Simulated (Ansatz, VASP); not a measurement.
## One calculation of As, two programs

```
CELL_PARAMETERS angstrom
4.77734 0.00000 0.00000
-2.38867 4.13730 0.00000
0.00000 0.00000 2.78203
ATOMIC_POSITIONS crystal
As 0.00000 0.00000 0.00000
As 0.33333 0.66667 0.50000
As 0.66667 0.33333 0.50000
```

Alike in both runs: task single point; functional PBEsol; k mesh 9 × 9 × 13; occupations fermi-dirac, width 0.1 eV; no spin polarisation.

```csv
,VASP,Ansatz
version,VASP 6.6.1,Ansatz 0.2.0
potentials or method,"VASP PAW PBE potentials, release 64 (As)","plane waves (420 eV) with PAW, scalar-relativistic"
plane-wave cutoff (eV),520,420
valence electrons in the cell,15,45
```

```csv
,VASP,Ansatz,Ansatz less VASP
pressure (GPa),0.5,0.3,-0.24
largest component of the traceless stress (GPa),2.11,2.06,-0.047
```

The two sets of potentials don't hold the same shells in valence. Ansatz warned: «pseudo_functional_mismatch».

Caveats: the PAW data sets were made with another functional, which shifts forces and pressure a little (VASP).
